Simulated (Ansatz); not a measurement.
# Au under pressure: fit and missing row

Au, Im-3m, a = 3.301 Å. This isn't the element's structure at ambient conditions. Ansatz: PBE, PAW, 420 eV, Γ-centred 18×18×18 mesh on 1 atom, Gaussian smearing 0.10 eV; no spin polarisation. Cell and atoms are relaxed at each pressure, and no other structure is tried, so the rows at high pressure may lie past a change of phase.

| V (Å³/atom) | P (GPa) |
| --- | --- |
| ? | 89.96 |
| 14.731 | 49.97 |
| 15.896 | 24.93 |
| 16.780 | 11.99 |
| 17.521 | 4.00 |
| 17.865 | 0.99 |
| 17.990 | 0.00 |
| 18.123 | -1.00 |

Q: Take V0 = 17.990 Å³/atom, fit the third-order Birch–Murnaghan form to the other rows, and predict the missing volume.

A: With the Eulerian strain f = ½[(V0/V)^(2/3) − 1] and y = P/[3f(1 + 2f)^(5/2)], the form is the line y = B0 + 1.5 B0 (B0′ − 4) f. Rows (f, y): 0.07126, 167.5; 0.04300, 157.2; 0.02376, 149.8; 0.00888, 143.7; 0.00233, 140.0; -0.00245, 137.7. Means f = 0.02446, y = 149.32; Σ(Δf)² = 0.003991, ΣΔfΔy = 1.603; the slope is their ratio. y = 139.5 + 401.7 f GPa, so B0 = 139.5 GPa and B0′ = 4 + 2 × (401.7)/(3 × 139.5) = 5.92. P = 89.96 GPa is met at f = 0.10348 (y = 181.07), so V = V0 (1 + 2f)^(−3/2) = 13.567 Å³/atom. The run gave 13.539 Å³/atom, so the fit is 0.028 Å³/atom too high, 0.61 % of the span of the series, against an rms of 0.004 Å³/atom on the fitted rows. The row lies outside the fitted range. A fourth-order term fitted to the same rows gives P = 88.87 GPa at this row's volume (the line 91.18, the run 89.96), no gain.

The mesh isn't the same in all rows (18×18×18, 20×20×20). Spin–orbit coupling is left out, which can shift energies with elements as heavy as these.